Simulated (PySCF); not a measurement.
# C₂H₄O₂: geometry, coupled-cluster ionisations and excitations

Wanted: the coupled-cluster ionisations and excitations of C₂H₄O₂ (`CC(=O)O`), by calculation.

Computed with PySCF 2.14.0, with density-fitted response routines of our own, on a single molecule in the gas phase. Atoms are numbered from 0 throughout.

### 1 The molecule as given

8 atoms, charge 0, multiplicity 1; geometry from: GFN2-xTB.

Bonds of the start (Å): C0–C1 1.50, C1–O2 1.20, C1–O3 1.34, C0–H4 1.09, C0–H5 1.09, C0–H6 1.09, O3–H7 0.97.

### 2 Geometry optimisation at PBE0-D3(BJ)/def2-TZVP

The job: settings as JSON, then the geometry in Å.

```
{"job": {"xc": "PBE0", "basis": "def2-TZVP", "d3": "d3bj", "grid": 2, "kind": "geom"}, "charge": 0, "multiplicity": 1}
C     -1.418920    -0.280850    -0.150990
C      0.025250     0.103680    -0.008790
O      0.468890     1.216690    -0.078730
O      0.801700    -0.966800     0.214150
H     -1.746870    -0.780970     0.757040
H     -2.020390     0.603500    -0.334620
H     -1.523030    -0.979520    -0.977500
H      1.729590    -0.699140     0.303590
```

What it wrote:

```text
step   0  E = -228.93403268  max force = 0.009700
step   1  E = -228.93446186  max force = 0.005205
step   2  E = -228.93450638  max force = 0.001320
step   3  E = -228.93450570  max force = 0.000934
step   4  E = -228.93451600  max force = 0.000258
optimisation converged
```

Run time: 32 s. Hardware: 4 threads of Arm Neoverse N1, shared host.

Relaxation path:

```
step  energy from step 0 (eV)  largest force component (eV/Å)
   0                   0.0000                          0.4988
   1                  -0.0117                          0.2677
   2                  -0.0129                          0.0679
   3                  -0.0129                          0.0480
   4                  -0.0132                          0.0133
```

Distances of close pairs at the start and the end, largest changes first:

```
 bond  before (Å)  after (Å)  change (Å)
C0–C1       1.501      1.495      -0.006
C1–O3       1.341      1.346      +0.005
C0–H6       1.087      1.092      +0.004
C0–H4       1.087      1.092      +0.004
O3–H7       0.970      0.967      -0.002
C0–H5       1.085      1.087      +0.001
C1–O2       1.200      1.200      -0.000
```

The next job starts from the end point, and lists it.

```
                         at the end point                 value
  point group (found at 0.08 Å tolerance)                    Cs
rotational constants (GHz, main isotopes)  11.470, 9.559, 5.387
                        dipole moment (D)                  1.74
```

### 3 EOM-CCSD: aug-cc-pVDZ

The job: settings as JSON, then the geometry in Å.

```
{"job": {"kind": "eom", "basis": "aug-cc-pVDZ", "nip": 2, "nee": 6}, "charge": 0, "multiplicity": 1}
C     -1.412172    -0.280335    -0.151503
C      0.028495     0.093361    -0.007774
O      0.478625     1.203648    -0.079203
O      0.801553    -0.985259     0.219074
H     -1.755103    -0.783131     0.754611
H     -2.004502     0.612439    -0.332055
H     -1.529961    -0.984065    -0.977556
H      1.709285    -0.660067     0.298557
```

With the program's defaults for keys left out, this is: EOM-CCSD/aug-cc-pVDZ, vertical, frozen core, gas phase.

What it wrote:

```text
E(HF) = -227.8501841209
E(MP2) = -228.5229637919
E(CCSD) = -228.5465281818
T1 diagnostic = 0.0156

EOM-IP-CCSD (eV)   Koopmans (eV)
  10.6541      12.4088
  11.9815      13.2170

EOM-EE-CCSD singlets (eV): 6.0521 7.2533 8.1612 8.2666 8.6044 8.7589

EOM-EE-CCSD triplets (eV): 5.7147 6.6440 7.1221
```

Wall time 15 min (4 threads of Arm Neoverse N1, shared host).

Ionisations by orbital:

```
  hole  EOM-IP-CCSD (eV)  Koopmans (eV)  difference  one-hole weight
  HOMO             10.65          12.41       -1.75             0.95
HOMO−1             11.98          13.22       -1.24             0.94
```

Excited states (Hartree-Fock orbitals):

```
    state    eV                      main excitations
singlet 1  6.05                     HOMO→LUMO+11 0.86
singlet 2  7.25      HOMO→LUMO 0.64, HOMO→LUMO+4 0.08
singlet 3  8.16   HOMO→LUMO+1 0.63, HOMO→LUMO+10 0.10
singlet 4  8.27  HOMO−1→LUMO 0.51, HOMO−1→LUMO+1 0.13
singlet 5  8.60    HOMO→LUMO+2 0.72, HOMO→LUMO+5 0.18
singlet 6  8.76    HOMO→LUMO+3 0.61, HOMO→LUMO+4 0.13
triplet 1  5.71                     HOMO→LUMO+11 0.85
triplet 2  6.64                   HOMO−1→LUMO+11 0.82
triplet 3  7.12      HOMO→LUMO 0.59, HOMO→LUMO+7 0.09
```

### 4 Results

| quantity | value |
| --- | --- |
| point group | Cs |
| rotational constants (main isotopes) | 11.47, 9.56, 5.39 GHz |
| correlation energy, MP2 and CCSD | -18.31, -18.95 eV |
| T1 diagnostic | 0.0156 |
| first ionisation (EOM-IP-CCSD) | 10.65 eV |
| lowest singlet (EOM-EE-CCSD) | 6.05 eV |

In words: Over 4 steps the energy fell by 0.013 eV; of the close pairs, C0–C1 changed most, 1.501 to 1.495 Å. No frequency check was run at this level, so the end point may be a saddle. MP2 recovers 97 % of the CCSD correlation energy. For the hole of the first ionisation, Koopmans' theorem lies 1.75 eV above EOM-IP-CCSD.
